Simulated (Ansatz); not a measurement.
Relaxed GeO2 (rutile):

```xyz
6
Lattice="4.4281 0.0000 0.0000 0.0000 4.4281 0.0000 0.0000 0.0000 2.8842" Properties=species:S:1:pos:R:3 pbc="T T T"
Ge     0.0000     0.0000     0.0000
Ge     2.2140     2.2140     1.4421
O      1.3564     1.3564     0.0000
O      3.5704     0.8576     1.4421
O      0.8576     3.5704     1.4421
O      3.0717     3.0717     0.0000
```

Scan: atom 2 (Ge, nearest neighbour O at 1.884 Å; its periodic images, 2.9 Å or more away, move with it) is displaced along Cartesian x, direction (1.000, 0.000, 0.000) in Cartesian axes, by s. The other atoms stay.

All values below come from PBEsol (plane waves to 420 eV, PAW, scalar-relativistic; Ansatz, a program for electronic structure). k mesh 6×6×9 (Γ-centred), Fermi-Dirac smearing 0.05 eV. The energy includes the smearing's −TS. GeO2 was relaxed with its symmetry unable to fall. The zero of ΔE is the undisplaced structure.

```
s (Å)   ΔE (meV/cell)
------  -------------
-0.570       withheld
-0.456           2403
-0.342           1389
-0.228            628
-0.114            159
0.000               0
0.114             159
0.228             628
0.342            1389
0.456            2403
0.570        withheld
```

Question: Fit an even polynomial form (powers 2, 4) to the given rows and predict ΔE at s = 0.570.

Answer: Least squares on the 9 given rows: ΔE = (12270)·s² + (-3449)·s⁴, in meV/cell with s in Å; root-mean-square residual 0.7 meV/cell. At 0.570 the fit gives 3622 meV/cell; the calculation gives 3615 meV/cell, so the extrapolation is off by 7 (+0.2 %). The quadratic term alone would give 3987 meV/cell.

(For displaced atoms, the force is minus the slope of the energy, and its curvature is a force constant, which sets phonon frequencies.)
